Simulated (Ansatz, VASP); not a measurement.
**One calculation of In3GaAs2, two programs**

The input INCAR:

```
ALGO = Normal
EDIFF = 1E-7
ENCUT = 520
GGA = PE
ISIF = 2
ISMEAR = 0
LASPH = True
LCHARG = False
LREAL = False
LWAVE = False
NBANDS = 40
NELM = 80
PREC = Accurate
SIGMA = 0.1
```

KPOINTS

```
k-points
0
Gamma
  4 4 2
```

Contents of POSCAR:

```
In3GaAs2
1.0
    4.4569517900      0.0000000000      0.0000000000
    0.0000000000      4.4569517900      0.0000000000
    0.0000000000      0.0000000000      8.6229476600
In Ga As
3 1 2
Direct
    0.5000000000      0.5000000000      0.2738273600
    0.5000000000      0.0000000000      0.3404010000
    0.0000000000      0.5000000000      0.3404010000
    0.0000000000      0.0000000000      0.2981456300
    0.0000000000      0.0000000000      0.9349847000
    0.5000000000      0.5000000000      0.7049669800
```

Input for Ansatz:

```yaml
crystal:
  lattice:
    - [4.45695179, 0.0, 0.0]
    - [0.0, 4.45695179, 0.0]
    - [0.0, 0.0, 8.62294766]
  atoms:
    - { symbol: In, position: [0.5, 0.5, 0.27382736] }
    - { symbol: In, position: [0.5, 0.0, 0.340401] }
    - { symbol: In, position: [0.0, 0.5, 0.340401] }
    - { symbol: Ga, position: [0.0, 0.0, 0.29814563] }
    - { symbol: As, position: [0.0, 0.0, 0.9349847] }
    - { symbol: As, position: [0.5, 0.5, 0.70496698] }
basis:
  ecutwfc: 420
kpoints:
  mp_grid: { grid: [4, 4, 2] }
hamiltonian:
  xc: pbe
scf:
  occupations: { method: gaussian, width: 0.1 }
  lower_state_search: "off"
output:
  forces: true
  stress: true
  eigenvalues: true
```

Alike in both runs: task single point; functional PBE; k mesh 4 × 4 × 2; occupations gaussian, width 0.1 eV; no spin polarisation.

```csv
,VASP,Ansatz
version,VASP 6.6.1,Ansatz 0.2.0
potentials or method,"VASP PAW PBE potentials, release 64 (In_d, Ga_d, As)","scalar-relativistic, plane waves, PAW"
plane-wave cutoff (eV),520,420
valence electrons in the cell,62,82
```

|  | VASP | Ansatz | Ansatz less VASP |
| --- | --- | --- | --- |
| gap on the k mesh at the Fermi level (eV) | none | none | - |
| rms of the force components (eV/Å) | 2.503 | 2.499 | -0.0043 |

Atom by atom the forces differ by 0.004 eV/Å (rms over components). A gap of «none» marks a metal or a gap that the smearing closes. With one functional, cell and mesh, what is left measures potentials, basis and numerics. The two sets of potentials don't hold the same shells in valence.

Caveats: the k mesh is coarse (spacing up to 0.36 Å⁻¹), so the values aren't converged; forces of over 1 eV/Å show positions far from the minimum, so gaps and moduli don't describe the material at rest.
